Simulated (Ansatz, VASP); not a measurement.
**One calculation of Ba, two programs**

File INCAR:

```
SYSTEM = Ba
PREC = Accurate
ENCUT = 520
EDIFF = 1E-7
ISMEAR = -1
SIGMA = 0.05
LREAL = .False.
LASPH = .True.
NELM = 60
ALGO = Normal
ISIF = 2
LWAVE = .False.
LCHARG = .False.
GGA = PS
NBANDS = 11
```

Contents of KPOINTS:

```
Automatic mesh
0
Gamma
  10 10 10
  0 0 0
```

File POSCAR:

```
Ba
1.0
   -2.5490320561      2.5490320561      2.5490320561
    2.5490320561     -2.5490320561      2.5490320561
    2.5490320561      2.5490320561     -2.5490320561
Ba
1
Direct
    0.0000000000      0.0000000000      0.0000000000
```

Input for Ansatz:

```yaml
crystal:
  lattice:
    - [-2.5490320561, 2.5490320561, 2.5490320561]
    - [2.5490320561, -2.5490320561, 2.5490320561]
    - [2.5490320561, 2.5490320561, -2.5490320561]
  atoms:
    - { symbol: Ba, position: [0.0, 0.0, 0.0] }
kpoints:
  mp_grid: { grid: [10, 10, 10] }
  band_path:
    path:
      - [0.0, 0.0, 0.0]
      - [0.5, -0.5, 0.5]
      - [0.0, 0.0, 0.5]
      - [0.0, 0.0, 0.0]
      - [0.25, 0.25, 0.25]
      - [0.5, -0.5, 0.5]
      - [0.25, 0.25, 0.25]
      - [0.0, 0.0, 0.5]
    npoints: 5
scf:
  occupations: { method: fermi_dirac, width: 0.05 }
hamiltonian:
  xc: pbesol
  pseudopotentials: { kind: all_electron, lapw: { basis_error: 0.0005 } }
output:
  forces: true
  stress: true
  eigenvalues: true
```

Change from the starting cell: volume scaled by 1.06.

Alike in both runs: task single point; functional PBEsol; k mesh 10 × 10 × 10; occupations fermi-dirac, width 0.05 eV; no spin polarisation.

|  | VASP | Ansatz |
| --- | --- | --- |
| version | VASP 6.6.1 | Ansatz 0.2.0 |
| potentials or method | VASP PAW PBE potentials, release 64 (Ba_sv) | all-electron LAPW, scalar-relativistic |
| plane-wave cutoff (eV) | 520 | see its input |

```tsv
	VASP	Ansatz	Ansatz less VASP
pressure (GPa)	-1.0	-1.0	-0.04
```

Ansatz ran all-electron here, so the differences hold the error of VASP's frozen core and of both bases.

Caveats: the PAW data sets were made with another functional, which shifts forces and pressure a little (VASP). The runs have no spin-orbit coupling, so splittings on Ba are missing.
